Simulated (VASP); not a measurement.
# Co (P6_3/mmc) in VASP: notebook, part 2 of 3

VASP 6.6.1.

## (3) Relaxation of cell and atoms, LDA, collinear spin, ferromagnetic start

This run uses another cell than the first one, of 9.98 Å³/atom, 0.901 times its volume.

Input file INCAR:

```
PREC = Accurate
ENCUT = 600
EDIFF = 1E-7
ISMEAR = 1
SIGMA = 0.1
LREAL = False
LASPH = True
NELM = 150
ALGO = Normal
ISIF = 3
LWAVE = False
LCHARG = False
ISPIN = 2
MAGMOM = 3 3
LORBIT = 11
LMAXMIX = 4
GGA = CA
IBRION = 2
NSW = 90
EDIFFG = -0.005
AMIX = 0.2
BMIX = 1E-4
AMIX_MAG = 0.8
BMIX_MAG = 1E-4
```

Input file KPOINTS:

```
Automatic mesh
0
Gamma
  18 18 9
```

Input file POSCAR:

```
Co                                      
1.0
    2.4266137086      0.0000000000      0.0000000000
   -1.2133068543      2.1015091191     -0.0000000000
    0.0000000000      0.0000000000      3.9135681370
  Co            
     2
Direct
     0.3333333300000021    0.6666666699999979    0.2500000000000000
     0.6666666699999979    0.3333333300000021    0.7500000000000000
```

Potentials or basis: VASP PAW LDA potentials, release 64 (Co).

On the command line:

```bash
$ cat potpaw_LDA.64/Co/POTCAR > POTCAR
$ mpirun -np 1 vasp_std > vasp.out
```

OUTCAR:

```text
PREC = Accurate
   ENCUT = 600
   EDIFF = 1E-7
   ISMEAR = 1
   LREAL = False
   LASPH = True
   NELM = 150
   ISIF = 3
   ISPIN = 2
   LORBIT = 11
   GGA = CA
   IBRION = 2
   NSW = 90
   EDIFFG = -0.005
   AMIX = 0.2
   AMIX_MAG = 0.8

 ion  position               nearest neighbor table
   1  0.333  0.667  0.250-   2 2.41   2 2.41   2 2.41   2 2.41   2 2.41   2 2.41
   2  0.667  0.333  0.750-   1 2.41   1 2.41   1 2.41   1 2.41   1 2.41   1 2.41

  LATTYP: Found a hexagonal cell.
 ALAT       =     2.4266137086
 C/A-ratio  =     1.6127693185

  Lattice vectors:

 A1 = (   2.4266137086,   0.0000000000,   0.0000000000)
 A2 = (  -1.2133068543,   2.1015091191,   0.0000000000)
 A3 = (   0.0000000000,   0.0000000000,   3.9135681370)

Analysis of symmetry for initial positions (statically):
=====================================================================
 Subroutine PRICEL returns:
 Original cell was already a primitive cell.

 Routine SETGRP: Setting up the symmetry group for a
 hexagonal supercell.

 Subroutine GETGRP returns: Found 24 space group operations
 (whereof 12 operations were pure point group operations)
 out of a pool of 24 trial point group operations.

The static configuration has the point symmetry D_3d.
 The point group associated with its full space group is D_6h.

Analysis of symmetry for dynamics (positions and initial velocities):
=====================================================================
 Subroutine PRICEL returns:
 Original cell was already a primitive cell.

 Routine SETGRP: Setting up the symmetry group for a
 hexagonal supercell.

 Subroutine GETGRP returns: Found 24 space group operations
 (whereof 12 operations were pure point group operations)
 out of a pool of 24 trial point group operations.

The dynamic configuration has the point symmetry D_3d.
 The point group associated with its full space group is D_6h.

Analysis of structural, dynamic, and magnetic symmetry:
=====================================================================
 Subroutine PRICEL returns:
 Original cell was already a primitive cell.

 Routine SETGRP: Setting up the symmetry group for a
 hexagonal supercell.

 Subroutine GETGRP returns: Found 24 space group operations
 (whereof 12 operations were pure point group operations)
 out of a pool of 24 trial point group operations.

The overall configuration has the point symmetry D_3d.
 The point group associated with its full space group is D_6h.

 Subroutine INISYM returns: Found 24 space group operations
 (whereof 12 operations are pure point group operations),
 and found     1 'primitive' translations

----------------------------------------------------------------------------------------

                                     Primitive cell

  volume of cell :      19.9574

  direct lattice vectors                    reciprocal lattice vectors
     2.426613709  0.000000000  0.000000000     0.412096905  0.237924259  0.000000000
    -1.213306854  2.101509119  0.000000000     0.000000000  0.475848518  0.000000000
     0.000000000  0.000000000  3.913568137     0.000000000  0.000000000  0.255521295

  length of vectors
     2.426613709  2.426613711  3.913568137     0.475848518  0.475848518  0.255521295

  position of ions in fractional coordinates (direct lattice)
     0.333333330  0.666666670  0.250000000
[... 67 lines left out ...]
   NGXF,Y,Z  is equivalent  to a cutoff of  27.40, 27.40, 27.19 a.u.
 SYSTEM =  unknown system
   PREC   = accura    normal or accurate (medium, high low for compatibility)
   ISTART =      0    job   : 0-new  1-cont  2-samecut
   ICHARG =      2    charge: 1-file 2-atom 10-const
   ISPIN  =      2    spin polarized calculation?
   LNONCOLLINEAR =      F non collinear calculations
   LSORBIT =      F    spin-orbit coupling
   LASPH  =      T    aspherical Exc in radial PAW
   ENCUT  =  600.0 eV  44.10 Ry    6.64 a.u.   4.85  4.85  7.82*2*pi/ulx,y,z
   NELM   =    150;   NELMIN=  2; NELMDL= -5     # of ELM steps
   EDIFF  = 0.1E-06   stopping-criterion for ELM
   LREAL  =      F    real-space projection
   EDIFFG = -.5E-02   stopping-criterion for IOM
   NSW    =     90    number of steps for IOM
   IBRION =      2    ionic relax: 0-MD 1-quasi-New 2-CG
   NFREE  =      1    steps in history (QN), initial steepest desc. (CG)
   ISIF   =      3    stress and relaxation
   ISYM   =      2    0-nonsym 1-usesym 2-fastsym
   POTIM  = 0.5000    time-step for ionic-motion
   TEBEG  =    0.0;   TEEND  =   0.0 temperature during run
   PSTRESS=    0.0 pullay stress
   NELECT =      18.0000    total number of electrons
   NUPDOWN=      -1.0000    fix difference up-down
   EMIN   =  10.00;   EMAX   =-10.00  energy-range for DOS
   EFERMI =   0.00;   METHOD = LEGACY
   ISMEAR =     1;   SIGMA  =   0.10  broadening in eV -4-tet -1-fermi 0-gaus
   EFERMI_NEDOS =   21; number of points for ismear=-14 and -15
   IALGO  =     38    algorithm
   IMIX   =      4    mixing-type and parameters
     AMIX     =   0.20;   BMIX     =  0.00
     AMIX_MAG =   0.80;   BMIX_MAG =  0.00
  volume/ion in A,a.u.               =       9.98        67.34
  Fermi-wavevector in a.u.,A,eV,Ry     =   1.581724  2.989025 34.039750  2.501851
  Thomas-Fermi vector in A             =   2.681756
   LORBIT       =     11    0 simple, 1 ext, 2 COOP (PROOUT), +10 PAW based schemes
   GGA     = CA    functional components
   LHFCALC =     F    Hartree Fock is set to
   AEXX    =    0.0000 exact exchange contribution
   IVDW    =     0    specifies the selected vdW correction
   LEPSILON=     F    determine dielectric tensor
   LRPA    =     F    only Hartree local field effects (RPA)
 conjugate gradient relaxation of ions
 spin polarized calculation
 Methfessel and Paxton  Order N= 1 SIGMA  =   0.10
  energy-cutoff  :      600.00
  volume of cell :       19.96
 maximum number of plane-waves:       687
 NGX is ok and might be reduce to    20
   NGX =  9   NGY =  9   NGZ = 15

--------------------------------------- Ionic step        1  -------------------------------------------

 number of electron      18.0000004 magnetization       3.0206943

 Free energy of the ion-electron system (eV)
  ---------------------------------------------------
  ext. energy  EPLUGINS =         0.00000000
  ---------------------------------------------------
  free energy    TOTEN  =       -16.24961792 eV

  energy without entropy =      -16.24913485  energy(sigma->0) =      -16.24945690

------------------------ aborting loop because EDIFF is reached ----------------------------------------

  FORCE on cell =-STRESS in cart. coord.  units (eV):
  Direction    XX          YY          ZZ          XY          YZ          ZX
  --------------------------------------------------------------------------------------
  -------------------------------------------------------------------------------------
  Total       -0.0083927     -0.0083927     -0.0119069     -0.0000000      0.0000000      0.0000000
  in kB       -0.6737666     -0.6737666     -0.9558835     -0.0000000      0.0000000      0.0000000
  external PRESSURE =      -0.7678056 kB  Pullay stress =       0.0000000 kB
[... 59 lines left out ...]
--------------------------------------- Ionic step        3  -------------------------------------------

 number of electron      18.0000004 magnetization       3.0204755

 Free energy of the ion-electron system (eV)
  ---------------------------------------------------
  ext. energy  EPLUGINS =         0.00000000
  ---------------------------------------------------
  free energy    TOTEN  =       -16.24961790 eV

  energy without entropy =      -16.24913534  energy(sigma->0) =      -16.24945704

 E-fermi :  11.1191     XC(G=0): -14.2361

 val. band max:       11.1171010166   @ k =   0.3333   0.1111   0.4444
 cond. band min:      11.1254667611   @ k =   0.0556   0.0556   0.2222
 fundamental gap:      0.0083657445
 Fermi energy:        11.1191402138

 spin component 1

 k-point     1 :       0.0000    0.0000    0.0000
  band No.  band energies     occupation
      1       1.7510      1.00000
      2       5.6842      1.00000
      3       8.5711      1.00000
      4       8.5825      1.00000
      5       8.5825      1.00000
      6       8.9517      1.00000
[... 435 lines left out ...]
      5       8.3290      1.00000
      6       8.6663      1.00000
[... 8 lines left out ...]
     15      24.3698      0.00000
     16      25.8210      0.00000

 [... further k-points ...]

 spin component 2

 k-point     1 :       0.0000    0.0000    0.0000
  band No.  band energies     occupation
      1       1.9429      1.00000
      2       6.5624      1.00000
      3       9.9649      1.00000
      4       9.9662      1.00000
      5       9.9662      1.00000
      6      10.3814      1.00000
[... 476 lines left out ...]
  FREE ENERGIE OF THE ION-ELECTRON SYSTEM (eV)
  ---------------------------------------------------
  free  energy   TOTEN  =       -16.2496178958 eV

  energy  without entropy=      -16.2491353381  energy(sigma->0) =      -16.24945704

 reached required accuracy - stopping structural energy minimisation

 total charge

# of ion       s       p       d       tot
------------------------------------------
    1        0.525   0.593   7.340   8.458
    2        0.525   0.593   7.340   8.458
--------------------------------------------------
tot          1.050   1.185  14.681  16.916

 magnetization (x)

# of ion       s       p       d       tot
------------------------------------------
    1       -0.013  -0.039   1.554   1.502
    2       -0.013  -0.039   1.554   1.502
--------------------------------------------------
tot         -0.026  -0.077   3.108   3.005
```

Run time: 97 s. Hardware: 1 thread of Intel Xeon 6975P-C (Granite Rapids), shared host; peak memory 0.22 GiB.

What came out:

```
Free energy                                           : -16.2496 eV
Relaxed volume                                        : 9.98 Å³/atom
Relaxed cell                                          : a = 2.427 Å, b = 2.427 Å, c = 3.913 Å, α = 90.00°, β = 90.00°, γ = 120.00°
Space group after relaxing (to 0.05 Å)                : P6_3/mmc (No. 194)
Energy gained by relaxing                             : 0.0 meV/atom
Ionic steps                                           : 3
Pressure after relaxing                               : 0.0 GPa
Band gap on the k mesh                                : none (metal or under the smearing width)
Net moment                                            : 3.02 μB per cell
Site moments                                          : Co +1.50 μB
Valence electrons inside the program's atomic spheres : Co 8.46
```

Final structure:
```yaml
crystal:
  lattice:
    - [2.42653, 0.00000, 0.00000]
    - [-1.21326, 2.10143, 0.00000]
    - [0.00000, 0.00000, 3.91337]
  atoms:
    - { symbol: Co, position: [0.33333, 0.66667, 0.25000] }
    - { symbol: Co, position: [0.66667, 0.33333, 0.75000] }
```

Levels at points of the mesh, in eV from the Fermi level:
Spin up:
| k point | band 7 | band 8 | band 9 | band 10 | band 11 | band 12 | band 13 | band 14 |
| --- | --- | --- | --- | --- | --- | --- | --- | --- |
| (0.00, 0.00, 0.00) | -2.17 | -1.77 | -1.77 | -0.48 | -0.48 | -0.04 | 7.30 | 22.68 |
| (0.50, 0.00, 0.00) | -2.07 | -0.35 | -0.21 | -0.17 | 1.70 | 3.88 | 10.45 | 11.18 |
Spin down:
| k point | band 4 | band 5 | band 6 | band 7 | band 8 | band 9 | band 10 | band 11 |
| --- | --- | --- | --- | --- | --- | --- | --- | --- |
| (0.00, 0.00, 0.00) | -1.15 | -1.15 | -0.74 | -0.74 | -0.28 | -0.28 | 0.14 | 1.10 |
| (0.50, 0.00, 0.00) | -1.87 | -1.34 | -1.17 | -0.72 | 1.25 | 1.40 | 1.44 | 2.84 |

## (4) Relaxation of cell and atoms, PBE, collinear spin, ferromagnetic start

Input file INCAR:

```
PREC = Accurate
ENCUT = 600
EDIFF = 1E-6
ISMEAR = 1
SIGMA = 0.1
LREAL = F
LASPH = T
NELM = 150
ALGO = Normal
ISIF = 3
LWAVE = F
LCHARG = F
ISPIN = 2
MAGMOM = 3 3
LORBIT = 11
LMAXMIX = 4
GGA = PE
IBRION = 2
NSW = 90
EDIFFG = -0.01
AMIX = 0.2
BMIX = 1E-4
AMIX_MAG = 0.8
BMIX_MAG = 1E-4
```

Input file KPOINTS:

```
regular mesh
0
Gamma
  18 18 9
```

Input file POSCAR:

```
Co
1.0
    2.5074000000      0.0000000000      0.0000000000
   -1.2537000000      2.1714721000      0.0000000000
    0.0000000000      0.0000000000      4.0699000000
Co
2
Direct
    0.3333333300      0.6666666700      0.2500000000
    0.6666666700      0.3333333300      0.7500000000
```

Potentials or basis: VASP PAW PBE potentials, release 64 (Co).

On the command line:

```bash
$ cat potpaw_PBE.64/Co/POTCAR > POTCAR
$ mpirun -np 1 vasp_std > vasp.out
```

It took 3.1 min on 1 thread of Intel Xeon 6975P-C (Granite Rapids), shared host; peak memory 0.25 GiB.

The run converged. Its results:

* Free energy: -14.0711 eV
* Relaxed volume: 10.79 Å³/atom
* Relaxed cell: a = 2.488 Å, b = 2.488 Å, c = 4.026 Å, α = 90.00°, β = 90.00°, γ = 120.00°
* Space group after relaxing (to 0.05 Å): P6_3/mmc (No. 194)
* Energy gained by relaxing: 4.8 meV/atom
* Ionic steps: 5
* Pressure after relaxing: 0.1 GPa
* Band gap on the k mesh: none (metal or under the smearing width)
* Net moment: 3.16 μB per cell
* Site moments: Co +1.60 μB
* Valence electrons inside the program's atomic spheres: Co 8.28

Stress tensor (GPa, compression positive):
```
0.11 0.00 0.00
0.00 0.11 0.00
0.00 0.00 0.01
```

The path:
| step | energy change (eV) | largest force (eV/Å) | pressure (GPa) | volume (Å³) |
| --- | --- | --- | --- | --- |
| 1 | 0.0000 | 0.0000 | -5.26 | 22.16 |
| 2 | 0.0017 | 0.0000 | 6.30 | 21.01 |
| 3 | -0.0095 | 0.0000 | -0.02 | 21.60 |
| 4 | -0.0095 | 0.0000 | 0.13 | 21.59 |
| 5 | -0.0096 | 0.0000 | 0.08 | 21.59 |

Final structure:
```xyz
2
Lattice="2.4884 0.0000 0.0000 -1.2442 2.1550 0.0000 0.0000 0.0000 4.0260" Properties=species:S:1:pos:R:3 pbc="T T T"
Co    0.0000    1.4367    1.0065
Co    1.2442    0.7183    3.0195
```

Levels at points of the mesh, in eV from the Fermi level:
Spin up:
```tsv
k point	band 8	band 9	band 10	band 11	band 12	band 13	band 14	band 15
(0.00, 0.00, 0.00)	-1.92	-1.92	-0.81	-0.81	-0.07	6.40	22.04	24.65
(0.50, 0.00, 0.00)	-0.68	-0.59	-0.53	1.33	3.35	9.74	10.39	12.79
```
Spin down:
```
           k point  band 3  band 4  band 5  band 6  band 7  band 8  band 9  band 10  band 11  band 12
(0.00, 0.00, 0.00)   -1.00   -0.97   -0.97   -0.61   -0.61   -0.17   -0.17    -0.15     1.05     1.05
(0.50, 0.00, 0.00)   -3.27   -1.86   -1.12   -1.04   -0.63    1.17    1.31     1.34     2.54     4.31
```

(Continued in part 3 of 3.)
